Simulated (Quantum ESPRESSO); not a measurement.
The system is Li.

```
Li
1.0
    -1.75465    1.75465    1.75465
     1.75465   -1.75465    1.75465
     1.75465    1.75465   -1.75465
Li
1
Direct
  0.00000 0.00000 0.00000
```

Base run:

```yaml
Program: Quantum ESPRESSO 7.5
Functional: LDA
Potentials_or_basis: PseudoDojo 0.4.1 SR LDA standard
Cutoff: 1007 eV
Density_cutoff: 4027 eV
k_mesh: 11 × 11 × 11
Occupations: fermi-dirac, width 0.05 eV
Spin: no spin polarisation
```

Its results: band gap on the k mesh none (metal or under the smearing width); pressure -1.6 GPa.

Task: The run is repeated on the same cell with these changes: functional from LDA to PBEsol; potentials or basis from PseudoDojo 0.4.1 SR LDA standard to PseudoDojo 0.4.1 SR PBEsol standard. What comes out?

Result: Band gap on the k mesh none (metal or under the smearing width); pressure -0.8 GPa.

Not every run made on this cell is shown here.
